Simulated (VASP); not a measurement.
# GaSb (Immm) in VASP: notebook

Runs on GaSb. Level: PBE. Tasks: single point.

Everything below comes from runs of VASP 6.6.1. Logs are shortened: lines on timing, memory, paths and dates and some standing lists are left out, and cuts for length are marked.

### Step 1. The crystal as given

Symmetry: Immm, No. 71, orthorhombic system. The conventional cell has a = 3.112 Å, b = 5.350 Å, c = 5.787 Å, α = 90.00°, β = 90.00°, γ = 90.00°. Sb (site symmetry mmm) has 6 Ga at 2.89 to 3.09 Å and 2 Sb at 3.11 Å as nearest neighbours. Around Ga (site symmetry mmm) lie 6 Sb at 2.89 to 3.09 Å and 2 Ga at 3.11 Å.

Measurements of this composition are mostly on another form, of space group No. 216.

### Step 2. Single point, PBE, spin-orbit coupling, no magnetisation

INCAR reads:

```
SYSTEM = GaSb
ALGO = Normal ; EDIFF = 1E-7
ENCUT = 600 ; GGA = PE
GGA_COMPAT = .False. ; ISIF = 2
ISMEAR = 0 ; LASPH = .True.
LCHARG = .False. ; LNONCOLLINEAR = .True.
LORBIT = 11 ; LREAL = .False.
LSORBIT = .True. ; LWAVE = .False.
MAGMOM = 0 0 0 0 0 0 ; NBANDS = 34
NELM = 100 ; PREC = Accurate
SIGMA = 0.02
```

KPOINTS reads:

```
k-points
0
Gamma
  7 7 7
  0 0 0
```

POSCAR reads:

```
GaSb
1.0
   -1.5559010000      2.6750030000      2.8933130000
    1.5559010000     -2.6750030000      2.8933130000
    1.5559010000      2.6750030000     -2.8933130000
Sb Ga
1 1
Direct
    0.5000000000      0.5000000000      0.0000000000
    0.0000000000      0.0000000000      0.0000000000
```

Potentials or basis: VASP PAW PBE potentials, release 64 (Sb, Ga_d).

On the command line:

```
$ cat potpaw_PBE.64/Sb/POTCAR potpaw_PBE.64/Ga_d/POTCAR > POTCAR
$ mpirun -np 1 vasp_ncl > vasp.out
```

OUTCAR:

```text
SYSTEM = GaSb
   EDIFF = 1E-7
   ENCUT = 600
   GGA = PE
   ISIF = 2
   ISMEAR = 0
   LASPH = .True.
   LNONCOLLINEAR = .True.
   LORBIT = 11
   LREAL = .False.
   LSORBIT = .True.
   NELM = 100
   PREC = Accurate

 Found     64 irreducible k-points:

 Following reciprocal coordinates:
            Coordinates               Weight
  0.000000  0.000000  0.000000      1.000000
  0.142857  0.000000  0.000000      4.000000
  0.285714  0.000000 -0.000000      4.000000
  0.428571  0.000000 -0.000000      4.000000
  0.000000  0.142857 -0.000000      4.000000
  0.142857  0.142857 -0.000000      8.000000
   k-points           NKPTS =     64   k-points in BZ     NKDIM =     64   number of bands    NBANDS=     34
   number of dos      NEDOS =    301   number of ions     NIONS =      2
   total plane-waves  NPLWV =  46656
   dimension x,y,z NGX =    36 NGY =   36 NGZ =   36
   dimension x,y,z NGXF=    72 NGYF=   72 NGZF=   72
   ions per type =               1   1
   NGX,Y,Z   is equivalent  to a cutoff of  14.13, 14.13, 14.13 a.u.
   NGXF,Y,Z  is equivalent  to a cutoff of  28.25, 28.25, 28.25 a.u.
 SYSTEM =  GaSb
   PREC   = accura    normal or accurate (medium, high low for compatibility)
   ISTART =      0    job   : 0-new  1-cont  2-samecut
   ICHARG =      2    charge: 1-file 2-atom 10-const
   ISPIN  =      1    spin polarized calculation?
   LNONCOLLINEAR =      T non collinear calculations
   LSORBIT =      T    spin-orbit coupling
   LASPH  =      T    aspherical Exc in radial PAW
   ENCUT  =  600.0 eV  44.10 Ry    6.64 a.u.   8.46  8.46  8.46*2*pi/ulx,y,z
   NELM   =    100;   NELMIN=  2; NELMDL= -5     # of ELM steps
   EDIFF  = 0.1E-06   stopping-criterion for ELM
   LREAL  =      F    real-space projection
   EDIFFG = 0.1E-05   stopping-criterion for IOM
   NSW    =      0    number of steps for IOM
   IBRION =     -1    ionic relax: 0-MD 1-quasi-New 2-CG
   NFREE  =      0    steps in history (QN), initial steepest desc. (CG)
   ISIF   =      2    stress and relaxation
   ISYM   =      2    0-nonsym 1-usesym 2-fastsym
   POTIM  = 0.5000    time-step for ionic-motion
   TEBEG  =    0.0;   TEEND  =   0.0 temperature during run
   PSTRESS=    0.0 pullay stress
   NELECT =      18.0000    total number of electrons
   NUPDOWN=      -1.0000    fix difference up-down
   EMIN   =  10.00;   EMAX   =-10.00  energy-range for DOS
   EFERMI =   0.00;   METHOD = LEGACY
   ISMEAR =     0;   SIGMA  =   0.02  broadening in eV -4-tet -1-fermi 0-gaus
   EFERMI_NEDOS =   21; number of points for ismear=-14 and -15
   IALGO  =     38    algorithm
   IMIX   =      4    mixing-type and parameters
     AMIX     =   0.40;   BMIX     =  1.00
     AMIX_MAG =   1.60;   BMIX_MAG =  1.00
  volume/ion in A,a.u.               =      24.08       162.53
  Fermi-wavevector in a.u.,A,eV,Ry     =   1.179176  2.228319 18.918287  1.390455
  Thomas-Fermi vector in A             =   2.315491
   LORBIT       =     11    0 simple, 1 ext, 2 COOP (PROOUT), +10 PAW based schemes
   GGA     = PE    functional components
   LHFCALC =     F    Hartree Fock is set to
   AEXX    =    0.0000 exact exchange contribution
   IVDW    =     0    specifies the selected vdW correction
   LEPSILON=     F    determine dielectric tensor
   LRPA    =     F    only Hartree local field effects (RPA)
 Gauss-broadening in eV      SIGMA  =   0.02
  energy-cutoff  :      600.00
  volume of cell :       48.17
 maximum number of plane-waves:      3254
 NGX is ok and might be reduce to    36
   NGX = 17   NGY = 17   NGZ = 17

 number of electron      18.0000000 magnetization       0.0000000      0.0000000      0.0000000

 number of electron      17.9999996 magnetization       0.0000000     -0.0000000     -0.0000000

 number of electron      17.9999996 magnetization       0.0000000      0.0000000     -0.0000000

 Free energy of the ion-electron system (eV)
  ---------------------------------------------------
  ext. energy  EPLUGINS =         0.00000000
  ---------------------------------------------------
  free energy    TOTEN  =        -7.10594086 eV

  energy without entropy =       -7.10569716  energy(sigma->0) =       -7.10581901

 E-fermi :   6.4932     XC(G=0): -10.2482

 val. band max:        6.4768610945   @ k =   0.4286  -0.2857   0.1429
 cond. band min:       6.5026886613   @ k =   0.0000   0.4286  -0.0000
 fundamental gap:      0.0258275668
 Fermi energy:         6.4932108039

 k-point     1 :       0.0000    0.0000    0.0000
  band No.  band energies     occupation
      1      -8.5989      1.00000
      2      -8.5989      1.00000
      3      -8.5601      1.00000
      4      -8.5601      1.00000
      5      -8.1494      1.00000
      6      -8.1494      1.00000
[... 22 lines left out ...]
     29      15.6721      0.00000
     30      15.6721      0.00000

 k-point     2 :       0.1429    0.0000    0.0000
  band No.  band energies     occupation
      1      -8.5983      1.00000
      2      -8.5983      1.00000
      3      -8.5606      1.00000
      4      -8.5606      1.00000
      5      -8.1488      1.00000
      6      -8.1488      1.00000
[... 22 lines left out ...]
     29      16.2556      0.00000
     30      16.2556      0.00000

 k-point     3 :       0.2857    0.0000   -0.0000
  band No.  band energies     occupation
      1      -8.5971      1.00000
      2      -8.5971      1.00000
      3      -8.5618      1.00000
      4      -8.5618      1.00000
      5      -8.1476      1.00000
      6      -8.1476      1.00000
[... 22 lines left out ...]
     29      15.7702      0.00000
     30      15.7702      0.00000

 k-point     4 :       0.4286    0.0000   -0.0000
  band No.  band energies     occupation
      1      -8.5963      1.00000
      2      -8.5963      1.00000
      3      -8.5629      1.00000
      4      -8.5629      1.00000
      5      -8.1468      1.00000
      6      -8.1468      1.00000
[... 22 lines left out ...]
     29      16.2640      0.00000
     30      16.2640      0.00000

 k-point     5 :       0.0000    0.1429   -0.0000
  band No.  band energies     occupation
      1      -8.5912      1.00000
      2      -8.5912      1.00000
      3      -8.5604      1.00000
      4      -8.5604      1.00000
      5      -8.1429      1.00000
      6      -8.1429      1.00000
[... 22 lines left out ...]
     29      15.0874      0.00000
     30      15.0874      0.00000

 k-point     6 :       0.1429    0.1429   -0.0000
  band No.  band energies     occupation
      1      -8.5905      1.00000
      2      -8.5905      1.00000
      3      -8.5613      1.00000
      4      -8.5613      1.00000
      5      -8.1422      1.00000
      6      -8.1422      1.00000
[... 22 lines left out ...]
     29      16.2199      0.00000
     30      16.2199      0.00000

 [... further k-points ...]

 [bands above 30 left out]

------------------------ aborting loop because EDIFF is reached ----------------------------------------

  FORCE on cell =-STRESS in cart. coord.  units (eV):
  Direction    XX          YY          ZZ          XY          YZ          ZX
  --------------------------------------------------------------------------------------
  -------------------------------------------------------------------------------------
  Total        0.1054883     -0.0304617     -0.1835276     -0.0000000      0.0000000      0.0000000
  in kB        3.5087551     -1.0132200     -6.1045036     -0.0000000      0.0000000      0.0000000
  external PRESSURE =      -1.2029895 kB  Pullay stress =       0.0000000 kB

 VOLUME and BASIS-vectors are now :
 -----------------------------------------------------------------------------
  energy-cutoff  :      600.00
  volume of cell :       48.17
      direct lattice vectors                 reciprocal lattice vectors
    -1.555901000  2.675003000  2.893313000     0.000000000  0.186915678  0.172812274
     1.555901000 -2.675003000  2.893313000     0.321357207  0.000000000  0.172812274
     1.555901000  2.675003000 -2.893313000     0.321357207  0.186915678  0.000000000

 POSITION                                       TOTAL-FORCE (eV/Angst)
 -----------------------------------------------------------------------------------
      0.00000      0.00000      2.89331         0.000000     -0.000000      0.000000
      0.00000      0.00000      0.00000         0.000000      0.000000      0.000000
 -----------------------------------------------------------------------------------
    total drift:                                0.000000      0.000000     -0.000000

  FREE ENERGIE OF THE ION-ELECTRON SYSTEM (eV)
  ---------------------------------------------------
  free  energy   TOTEN  =        -7.1059408550 eV

  energy  without entropy=       -7.1056971625  energy(sigma->0) =       -7.10581901

 Spin-Orbit-Coupling matrix elements

 Ion:    1  E_soc:     -0.1385624
 l=   1
     0.0000000    -0.0252274    -0.0216887
    -0.0252274     0.0000000    -0.0219547
    -0.0216887    -0.0219547     0.0000000
 l=   2
     0.0000000    -0.0000178     0.0000000    -0.0000137    -0.0001554
    -0.0000178     0.0000000    -0.0000796    -0.0000137    -0.0000209
     0.0000000    -0.0000796     0.0000000    -0.0000819     0.0000000
    -0.0000137    -0.0000137    -0.0000819     0.0000000    -0.0000273
    -0.0001554    -0.0000209     0.0000000    -0.0000273     0.0000000
 l=   3
     0.0000000     0.0000000     0.0000000     0.0000000     0.0000000     0.0000000     0.0000000
     0.0000000     0.0000000     0.0000000     0.0000000     0.0000000     0.0000000     0.0000000
     0.0000000     0.0000000     0.0000000     0.0000000     0.0000000     0.0000000     0.0000000
     0.0000000     0.0000000     0.0000000     0.0000000     0.0000000     0.0000000     0.0000000
     0.0000000     0.0000000     0.0000000     0.0000000     0.0000000     0.0000000     0.0000000
     0.0000000     0.0000000     0.0000000     0.0000000     0.0000000     0.0000000     0.0000000
     0.0000000     0.0000000     0.0000000     0.0000000     0.0000000     0.0000000     0.0000000

 Ion:    2  E_soc:     -0.0112047
 l=   1
     0.0000000    -0.0011213    -0.0009783
    -0.0011213     0.0000000    -0.0011071
    -0.0009783    -0.0011071     0.0000000
 l=   2
     0.0000000    -0.0001587     0.0000000    -0.0001588    -0.0006601
    -0.0001587     0.0000000    -0.0004511    -0.0001690    -0.0001600
     0.0000000    -0.0004511     0.0000000    -0.0004705     0.0000000
    -0.0001588    -0.0001690    -0.0004705     0.0000000    -0.0001675
    -0.0006601    -0.0001600     0.0000000    -0.0001675     0.0000000
 l=   3
     0.0000000     0.0000000     0.0000000     0.0000000     0.0000000     0.0000000     0.0000000
     0.0000000     0.0000000     0.0000000     0.0000000     0.0000000     0.0000000     0.0000000
     0.0000000     0.0000000     0.0000000     0.0000000     0.0000000     0.0000000     0.0000000
     0.0000000     0.0000000     0.0000000     0.0000000     0.0000000     0.0000000     0.0000000
     0.0000000     0.0000000     0.0000000     0.0000000     0.0000000     0.0000000     0.0000000
     0.0000000     0.0000000     0.0000000     0.0000000     0.0000000     0.0000000     0.0000000
     0.0000000     0.0000000     0.0000000     0.0000000     0.0000000     0.0000000     0.0000000

 total charge

# of ion       s       p       d       tot
------------------------------------------
    1        1.198   1.159   0.036   2.393
    2        1.016   0.516   9.953  11.485
--------------------------------------------------
tot          2.214   1.675   9.989  13.878

 magnetization (x)

# of ion       s       p       d       tot
------------------------------------------
    1        0.000   0.000   0.000   0.000
    2       -0.000  -0.000   0.000  -0.000
--------------------------------------------------
tot         -0.000  -0.000   0.000  -0.000

 magnetization (y)

# of ion       s       p       d       tot
------------------------------------------
    1        0.000   0.000   0.000   0.000
    2        0.000  -0.000   0.000  -0.000
--------------------------------------------------
tot          0.000  -0.000   0.000  -0.000

 magnetization (z)

# of ion       s       p       d       tot
------------------------------------------
    1        0.000   0.000   0.000   0.000
    2       -0.000   0.000   0.000  -0.000
--------------------------------------------------
tot         -0.000   0.000   0.000  -0.000
```

It took 5.2 min on 1 thread of Intel Xeon Platinum 8259CL at 2.50GHz (Skylake/Cascade Lake), shared host; peak memory 0.49 GiB.

These settings aren't checked as converged: the numbers below hold their error.

Results:

```
Free energy                                           : -7.1059 eV
Pressure                                              : -0.1 GPa
Valence electrons inside the program's atomic spheres : Sb 2.39; Ga 11.48
```

### Step 3. Single point, PBE, spin-orbit coupling, no magnetisation

Changes to INCAR since step 2:

```diff
@@ -2,3 +2,3 @@
 ALGO = Normal ; EDIFF = 1E-7
-ENCUT = 600 ; GGA = PE
+ENCUT = 500 ; GGA = PE
 GGA_COMPAT = .False. ; ISIF = 2
```

KPOINTS reads:

```
k-points
0
Gamma
  9 9 9
  0 0 0
```

POSCAR is that of step 2.

Potentials or basis: VASP PAW PBE potentials, release 64 (Sb, Ga_d).

On the command line:

```
$ cat potpaw_PBE.64/Sb/POTCAR potpaw_PBE.64/Ga_d/POTCAR > POTCAR
$ mpirun -np 1 vasp_ncl > vasp.out
```

OUTCAR:

```text
SYSTEM = GaSb
   EDIFF = 1E-7
   ENCUT = 500
   GGA = PE
   ISIF = 2
   ISMEAR = 0
   LASPH = .True.
   LNONCOLLINEAR = .True.
   LORBIT = 11
   LREAL = .False.
   LSORBIT = .True.
   NELM = 100
   PREC = Accurate

 Found    125 irreducible k-points:

 Following reciprocal coordinates:
            Coordinates               Weight
  0.000000  0.000000  0.000000      1.000000
  0.111111  0.000000 -0.000000      4.000000
  0.222222 -0.000000  0.000000      4.000000
  0.333333  0.000000 -0.000000      4.000000
  0.444444 -0.000000  0.000000      4.000000
  0.000000  0.111111 -0.000000      4.000000
   k-points           NKPTS =    125   k-points in BZ     NKDIM =    125   number of bands    NBANDS=     34
   number of dos      NEDOS =    301   number of ions     NIONS =      2
   total plane-waves  NPLWV =  32768
[... 343 lines left out ...]
     0.0000000     0.0000000     0.0000000     0.0000000     0.0000000     0.0000000     0.0000000
     0.0000000     0.0000000     0.0000000     0.0000000     0.0000000     0.0000000     0.0000000
     0.0000000     0.0000000     0.0000000     0.0000000     0.0000000     0.0000000     0.0000000
     0.0000000     0.0000000     0.0000000     0.0000000     0.0000000     0.0000000     0.0000000
     0.0000000     0.0000000     0.0000000     0.0000000     0.0000000     0.0000000     0.0000000
     0.0000000     0.0000000     0.0000000     0.0000000     0.0000000     0.0000000     0.0000000

 total charge

# of ion       s       p       d       tot
------------------------------------------
    1        1.198   1.155   0.036   2.389
    2        1.014   0.520   9.953  11.487
--------------------------------------------------
tot          2.212   1.676   9.989  13.877

 magnetization (x)

# of ion       s       p       d       tot
------------------------------------------
    1        0.000   0.000   0.000   0.000
    2       -0.000   0.000   0.000  -0.000
--------------------------------------------------
tot         -0.000   0.000   0.000  -0.000

 magnetization (y)

# of ion       s       p       d       tot
------------------------------------------
    1        0.000   0.000   0.000   0.000
    2        0.000   0.000   0.000   0.000
--------------------------------------------------
tot          0.000   0.000   0.000   0.000

 magnetization (z)

# of ion       s       p       d       tot
------------------------------------------
    1        0.000   0.000  -0.000  -0.000
    2        0.000   0.000   0.000   0.000
--------------------------------------------------
tot          0.000   0.000  -0.000  -0.000
```

It took 8.2 min on 1 thread of Intel Xeon Platinum 8259CL at 2.50GHz (Skylake/Cascade Lake), shared host; peak memory 0.49 GiB.

The run converged, but some of its settings lie outside the range that counts as converged, so its numbers aren't taken as properties of the crystal.

Results:

```
Free energy                                           : -7.0380 eV
Pressure                                              : -0.1 GPa
Valence electrons inside the program's atomic spheres : Sb 2.39; Ga 11.49
```
